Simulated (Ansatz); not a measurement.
Born–Oppenheimer molecular dynamics of a periodic cell of 16 atoms, MgO (host MgO, host structure Fm-3m). It goes on from the last frame of an earlier run, with new velocities.

Method: Ansatz, DFT PBEsol, scalar-relativistic, plane waves, PAW. Settings: accuracy low, cutoff 420 eV, k mesh 2x2x2, fermi-dirac smearing 0.05 eV, no spin polarisation.

```yaml
ensemble: NVT, Langevin thermostat
time_step: 1.5 fs
steps_asked: 300
set_temperature: 1560 K
friction: 0.01 /fs
seed: 428574
```

Frames 30 fs apart, positions in Å, forces in eV/Å.

Velocities at 60.0 fs (Å/ps):

```
Mg 5.44 5.64 3.20
O -2.56 8.01 -13.87
Mg 13.69 11.95 0.80
O 0.46 -12.71 18.60
Mg 2.32 -3.93 3.55
O 5.54 1.21 0.35
Mg 3.50 -0.47 -0.59
O -1.08 0.59 -5.09
Mg 13.56 -3.55 -1.68
O -2.22 0.87 -16.69
Mg -2.42 7.68 0.71
O 9.17 -5.26 -6.28
Mg -10.07 9.46 -1.64
O 5.58 -1.99 -18.10
Mg -7.55 -3.52 -5.48
O 7.86 -8.20 5.25
```

```xyz
16
Lattice="0.0000 4.2181 4.2181 4.2181 0.0000 4.2181 4.2181 4.2181 0.0000" Properties=species:S:1:pos:R:3:forces:R:3 time_fs=60.0 energy_less_start_eV=2.737 T=1329
Mg 0.013 0.149 -0.157 1.15 -2.60 0.88
O 2.052 2.145 1.921 3.02 0.23 0.47
Mg 2.231 2.389 -0.135 0.11 -0.83 1.49
O 4.532 4.143 2.115 -1.99 0.62 -2.10
Mg 2.307 0.222 1.998 -0.29 -1.80 -0.35
O 4.287 2.008 4.184 0.23 1.01 -0.85
Mg 4.355 2.081 1.854 0.30 0.52 0.80
O 6.145 4.467 4.256 3.79 -3.15 -0.56
Mg 0.140 1.997 1.978 -0.43 1.23 1.17
O 2.453 4.162 4.278 -0.99 0.39 -0.69
Mg 2.150 4.263 2.364 1.62 -0.44 -1.51
O 4.401 6.487 4.143 -1.11 -0.13 -0.25
Mg 2.288 1.996 4.285 -1.00 3.85 -0.16
O 4.582 4.070 6.293 -3.96 2.03 0.29
Mg 4.357 4.142 3.953 -1.00 0.20 2.50
O 6.436 6.454 6.411 0.54 -1.12 -1.12
16
Lattice="0.0000 4.2181 4.2181 4.2181 0.0000 4.2181 4.2181 4.2181 0.0000" Properties=species:S:1:pos:R:3:forces:R:3 time_fs=90.0 energy_less_start_eV=2.190 T=1246
Mg 0.205 0.027 -0.071 -1.27 2.03 -1.05
O 2.474 2.183 1.946 -2.30 0.70 0.87
Mg 2.504 2.434 -0.020 -2.63 -1.84 -0.53
O 4.304 4.270 1.808 0.73 -0.06 3.30
Mg 2.302 0.034 2.144 -0.86 0.58 -2.42
O 4.442 2.167 4.145 0.32 -0.24 -0.28
Mg 4.464 2.144 1.974 -0.70 0.32 0.95
O 6.678 4.366 3.945 -2.19 0.26 2.82
Mg 0.349 2.050 1.999 -0.90 0.15 -0.12
O 2.053 4.255 4.152 3.28 0.33 -0.54
Mg 2.218 4.351 2.086 0.75 -0.44 -0.45
O 4.332 6.521 4.136 2.21 -1.93 -0.98
Mg 2.131 2.328 4.259 1.20 -2.26 -1.43
O 4.213 4.333 6.139 2.69 -0.78 0.41
Mg 4.215 4.000 4.256 0.26 2.47 -1.43
O 6.558 6.328 6.185 -0.57 0.71 0.88
16
Lattice="0.0000 4.2181 4.2181 4.2181 0.0000 4.2181 4.2181 4.2181 0.0000" Properties=species:S:1:pos:R:3:forces:R:3 time_fs=120.0 energy_less_start_eV=1.613 T=1124
Mg 0.163 0.071 -0.258 0.36 -0.50 2.17
O 2.227 2.193 2.189 1.45 0.34 -2.82
Mg 2.254 1.999 -0.239 1.20 1.91 0.26
O 4.450 4.397 2.020 -2.70 -0.39 -0.87
Mg 2.038 0.133 2.016 3.41 -0.23 0.17
O 4.581 2.293 4.079 -1.93 -0.59 0.85
Mg 4.321 2.268 2.123 0.50 -0.90 -1.55
O 6.503 4.391 4.164 0.69 -0.53 -2.03
Mg 0.223 2.251 1.975 -0.16 0.59 0.21
O 2.445 4.355 4.226 -1.49 -1.10 -0.57
Mg 2.488 4.397 1.742 -1.93 -0.34 3.04
O 4.439 6.253 4.040 -0.97 2.71 0.73
Mg 2.345 2.225 4.016 -0.83 0.68 2.43
O 4.509 4.246 6.391 -0.15 0.90 -2.89
Mg 4.372 4.391 4.159 0.99 -1.19 0.76
O 6.342 6.571 6.159 1.56 -1.37 0.11
16
Lattice="0.0000 4.2181 4.2181 4.2181 0.0000 4.2181 4.2181 4.2181 0.0000" Properties=species:S:1:pos:R:3:forces:R:3 time_fs=150.0 energy_less_start_eV=2.150 T=1337
Mg 0.169 0.103 -0.058 -0.45 2.20 -0.24
O 2.425 2.208 1.569 -2.09 -1.08 1.90
Mg 2.181 1.975 -0.392 -0.14 1.08 0.89
O 4.237 4.307 2.013 1.26 0.67 0.07
Mg 2.316 0.196 1.968 -0.37 -0.44 -0.97
O 4.180 2.136 4.205 3.35 0.27 -1.31
Mg 4.274 2.289 1.931 2.06 -0.49 0.05
O 6.462 4.482 3.875 0.13 -0.08 0.73
Mg 0.052 2.389 2.037 0.22 -0.93 -1.49
O 2.304 4.157 4.066 -0.27 3.60 -0.19
Mg 2.279 4.095 1.810 0.82 2.03 -0.27
O 4.225 6.745 4.000 1.06 -3.77 -0.52
Mg 2.365 2.379 4.068 -1.54 -3.08 0.60
O 4.659 4.396 6.072 -2.89 0.08 0.39
Mg 4.524 4.522 4.046 -0.99 -0.81 -0.14
O 6.433 6.428 6.104 -0.17 0.75 0.51
16
Lattice="0.0000 4.2181 4.2181 4.2181 0.0000 4.2181 4.2181 4.2181 0.0000" Properties=species:S:1:pos:R:3:forces:R:3 time_fs=180.0 energy_less_start_eV=1.123 T=1945
Mg 0.110 0.304 -0.029 0.59 -1.11 -1.35
O 2.219 2.099 1.926 0.07 1.45 -0.33
Mg 2.258 2.243 -0.258 0.74 -0.37 -0.03
O 4.209 4.324 1.963 0.06 -0.08 -2.33
Mg 2.470 0.165 1.812 -3.32 0.48 0.15
O 4.502 2.332 4.082 -2.08 -0.72 -0.50
Mg 4.470 2.260 1.747 -0.80 0.11 0.46
O 6.457 4.321 4.022 1.12 0.57 -0.17
Mg -0.001 2.236 1.835 1.13 0.02 1.34
O 2.101 4.500 3.832 0.30 -1.75 0.57
Mg 2.097 4.119 1.751 0.15 0.82 1.86
O 4.418 6.356 3.884 -0.36 1.48 0.55
Mg 2.261 2.210 4.021 -0.54 0.71 -0.91
O 4.223 4.524 5.868 3.76 -1.32 0.83
Mg 4.435 4.305 3.811 -0.79 0.86 1.40
O 6.459 6.681 6.168 -0.03 -1.14 -1.54
16
Lattice="0.0000 4.2181 4.2181 4.2181 0.0000 4.2181 4.2181 4.2181 0.0000" Properties=species:S:1:pos:R:3:forces:R:3 time_fs=210.0 energy_less_start_eV=2.245 T=1652
Mg 0.088 0.349 -0.456 -0.71 -1.94 1.90
O 1.959 2.307 1.928 2.00 -1.24 -1.23
Mg 2.379 2.332 -0.185 -1.27 0.79 -0.37
O 4.236 4.178 1.438 1.10 0.84 3.52
Mg 2.240 0.238 1.603 -0.15 -1.31 2.15
O 4.185 2.197 3.833 1.08 2.29 -0.59
Mg 4.409 2.104 1.639 -0.16 1.21 1.16
O 6.555 4.292 4.079 -2.17 0.31 -1.92
Mg 0.070 2.111 1.667 -0.86 1.06 0.30
O 2.222 4.467 3.945 0.15 -0.12 -0.86
Mg 2.150 4.474 2.036 0.52 -1.26 -3.18
O 4.267 6.196 3.937 0.53 0.51 -1.05
Mg 2.110 2.233 3.881 0.28 -0.64 -0.41
O 4.393 4.259 6.185 -1.17 0.70 -2.55
Mg 4.314 4.284 3.682 0.99 -1.19 0.75
O 6.454 6.501 5.790 -0.17 -0.01 2.35
16
Lattice="0.0000 4.2181 4.2181 4.2181 0.0000 4.2181 4.2181 4.2181 0.0000" Properties=species:S:1:pos:R:3:forces:R:3 time_fs=240.0 energy_less_start_eV=1.726 T=1903
Mg -0.161 0.113 -0.370 1.27 0.43 -1.00
O 2.224 2.244 1.341 -0.83 0.48 2.86
Mg 2.213 2.302 -0.468 -0.01 -1.51 -1.40
O 4.474 4.248 1.687 -2.21 0.85 -1.75
Mg 2.197 0.118 1.760 0.99 0.10 -3.44
O 4.089 2.228 3.588 1.10 -1.10 1.32
Mg 4.332 2.175 1.607 -0.43 -0.37 0.42
O 6.208 4.552 3.544 2.66 -0.97 3.50
Mg 0.085 2.175 1.419 -0.27 0.38 1.16
O 2.412 4.270 3.849 -2.27 0.58 -0.99
Mg 2.147 4.205 1.729 -0.16 1.14 0.64
O 4.299 6.510 3.789 -0.35 0.51 -0.50
Mg 2.000 2.376 3.840 1.60 -0.80 -0.23
O 4.264 4.250 5.739 0.87 0.17 1.35
Mg 4.360 4.334 3.683 -1.83 0.10 0.48
O 6.440 6.336 6.087 -0.12 0.01 -2.43
16
Lattice="0.0000 4.2181 4.2181 4.2181 0.0000 4.2181 4.2181 4.2181 0.0000" Properties=species:S:1:pos:R:3:forces:R:3 time_fs=270.0 energy_less_start_eV=2.740 T=1320
Mg -0.117 0.212 -0.288 2.09 -2.50 -1.38
O 2.186 2.122 1.579 0.11 0.63 -0.23
Mg 2.094 2.065 -0.725 1.01 2.63 0.24
O 4.069 4.497 1.739 1.18 -1.11 -1.42
Mg 2.247 0.189 1.387 -0.54 -0.16 1.49
O 4.364 2.007 3.667 -1.45 3.17 0.13
Mg 4.133 2.291 1.723 1.42 -0.54 -1.63
O 6.502 4.162 3.724 -2.37 0.89 -1.30
Mg -0.059 2.377 1.518 1.31 -0.38 0.51
O 2.061 4.417 3.516 1.37 -1.29 1.20
Mg 2.146 4.179 1.441 -1.30 0.33 1.03
O 4.359 6.744 3.421 -0.76 -2.10 1.92
Mg 2.264 2.308 3.813 -1.83 -0.60 -5.33
O 4.396 4.403 5.579 -1.69 0.21 -0.11
Mg 4.200 4.475 3.643 1.42 0.80 -0.11
O 6.285 6.612 5.513 0.03 0.02 4.99
16
Lattice="0.0000 4.2181 4.2181 4.2181 0.0000 4.2181 4.2181 4.2181 0.0000" Properties=species:S:1:pos:R:3:forces:R:3 time_fs=300.0 energy_less_start_eV=1.320 T=1727
Mg 0.181 0.061 -0.595 -1.01 1.15 0.52
O 2.124 2.259 1.507 -0.12 -0.13 -0.53
Mg 2.071 2.263 -0.828 0.00 -0.23 1.77
O 4.129 4.485 1.394 0.92 0.09 0.74
Mg 2.188 0.186 1.371 -0.40 -0.56 0.16
O 4.229 2.360 3.632 0.81 -0.88 -0.44
Mg 4.242 2.248 1.424 -0.02 1.13 1.77
O 6.406 4.285 3.502 -0.21 1.45 0.53
Mg 0.173 2.426 1.556 -2.45 -1.71 -1.66
O 2.311 4.262 3.614 -1.89 0.86 -1.16
Mg 2.051 4.270 1.442 2.07 1.39 0.13
O 4.096 6.475 3.766 1.44 0.73 -2.73
Mg 2.240 2.125 3.412 1.23 1.27 2.66
O 4.223 4.423 5.670 1.19 -0.28 0.81
Mg 4.450 4.594 3.567 -2.29 -2.74 -0.75
O 6.220 6.651 5.758 0.74 -1.54 -1.82
16
Lattice="0.0000 4.2181 4.2181 4.2181 0.0000 4.2181 4.2181 4.2181 0.0000" Properties=species:S:1:pos:R:3:forces:R:3 time_fs=330.0 energy_less_start_eV=1.423 T=1827
Mg 0.134 0.216 -0.817 -0.21 -0.82 0.14
O 2.284 2.412 1.155 0.37 -0.26 2.68
Mg 2.166 2.473 -0.673 1.39 -0.28 -1.42
O 4.504 4.389 1.339 -1.76 -1.02 -0.48
Mg 2.208 0.195 1.318 1.39 1.34 0.67
O 4.347 2.300 3.504 -0.73 -0.03 -0.40
Mg 4.417 2.235 1.429 -1.15 -0.01 -1.64
O 6.287 4.583 3.372 1.05 -1.00 0.50
Mg 0.006 2.082 1.304 2.43 2.36 1.54
O 2.247 4.581 3.418 -0.06 -1.64 0.81
Mg 2.236 4.478 1.399 -1.11 -2.44 -0.94
O 4.346 6.660 3.304 0.13 -0.67 1.25
Mg 2.288 2.375 3.651 -2.06 -0.95 -2.49
O 4.392 4.435 5.666 -1.05 0.13 -1.48
Mg 4.156 4.247 3.336 2.32 2.59 1.33
O 6.515 6.346 5.596 -0.96 2.70 -0.09
16
Lattice="0.0000 4.2181 4.2181 4.2181 0.0000 4.2181 4.2181 4.2181 0.0000" Properties=species:S:1:pos:R:3:forces:R:3 time_fs=360.0 energy_less_start_eV=1.713 T=1850
Mg -0.109 0.314 -0.846 2.85 -0.79 0.47
O 2.393 2.322 1.322 -1.20 0.06 -0.61
Mg 2.373 2.339 -0.830 -1.09 -1.25 -1.41
O 4.151 4.271 1.247 1.57 1.61 -0.06
Mg 2.419 0.444 1.338 -1.53 -3.40 -0.72
O 4.449 2.233 3.235 -0.86 0.24 1.04
Mg 4.527 2.232 1.175 0.48 1.28 0.92
O 6.415 4.268 3.352 0.10 1.63 -0.74
Mg 0.241 2.214 1.236 -1.45 0.27 -0.43
O 2.210 4.463 3.518 -0.15 0.82 -0.84
Mg 2.237 4.271 1.064 -0.57 1.66 1.71
O 4.531 6.534 3.323 -1.98 -0.16 -0.17
Mg 2.180 2.532 3.329 1.70 -0.46 1.21
O 4.356 4.344 5.207 1.05 0.50 3.56
Mg 4.198 4.450 3.407 1.10 -0.97 -3.11
O 6.572 6.643 5.527 -0.03 -1.04 -0.82
16
Lattice="0.0000 4.2181 4.2181 4.2181 0.0000 4.2181 4.2181 4.2181 0.0000" Properties=species:S:1:pos:R:3:forces:R:3 time_fs=390.0 energy_less_start_eV=2.033 T=1827
Mg 0.237 0.094 -0.992 -0.82 -0.71 -0.94
O 2.192 2.302 1.143 1.30 0.43 0.47
Mg 2.194 2.056 -1.238 2.32 1.22 2.78
O 4.454 4.582 1.124 -0.63 -1.65 -0.67
Mg 2.218 -0.003 1.080 2.53 3.12 0.29
O 4.529 2.421 3.183 -0.16 -0.43 -0.72
Mg 4.466 2.575 1.129 -1.38 -3.35 -1.39
O 6.543 4.426 3.102 0.90 0.35 0.74
Mg 0.218 2.355 0.972 1.25 0.67 1.72
O 2.315 4.355 3.337 0.01 -0.70 -1.09
Mg 2.297 4.373 1.062 -0.04 -0.34 -0.68
O 4.146 6.475 3.437 1.65 0.45 -1.09
Mg 2.638 2.369 3.137 -2.99 -1.08 -0.26
O 4.588 4.421 5.444 -1.03 0.15 -0.50
Mg 4.627 4.422 3.078 -1.33 2.28 2.47
O 6.705 6.510 5.313 -1.57 -0.42 -1.12
```

Of the whole run (450 fs, mean temperature of the second half 1839 K): The mean temperature of the second half is 18 % above the set value. A run of 0.45 ps of so small a system gives no equilibrium averages. Limits of this set-up: coarse k mesh, low accuracy level.

Run time: 13 min on 1 thread of Intel(R) Xeon(R) Platinum 8375C CPU @ 2.90GHz (Ice Lake), on a shared host, peak memory 0.52 GiB.
